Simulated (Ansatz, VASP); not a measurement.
## Ba: VASP beside Ansatz

```
Ba
1.0
    -2.70000    2.70000    2.40000
     2.70000   -2.70000    2.40000
     2.70000    2.70000   -2.40000
Ba
1
Cartesian
  0.0000 0.0000 0.0000
```

Change from the starting cell: strain +0.080 along x and y, -0.040 along z, atoms carried along.

Alike in both runs: task single point; functional LDA; k mesh 14 × 14 × 14; occupations gaussian, width 0.15 eV; no spin polarisation.

|  | VASP | Ansatz |
| --- | --- | --- |
| version | VASP 6.6.1 | Ansatz 0.2.0 |
| potentials or method | VASP PAW LDA potentials, release 64 (Ba_sv) | scalar-relativistic, plane waves, PAW |
| plane-wave cutoff (eV) | 520 | 420 |
| valence electrons in the cell | 10 | 10 |

|  | VASP | Ansatz | Ansatz less VASP |
| --- | --- | --- | --- |
| gap on the k mesh at the Fermi level (eV) | none | none | - |
| pressure (GPa) | -1.8 | -1.8 | -0.02 |
| largest component of the traceless stress (GPa) | 0.34 | 0.34 | -0.004 |

A gap of «none» marks a metal or a gap that the smearing closes.

The runs have no spin-orbit coupling, so splittings on Ba are missing.
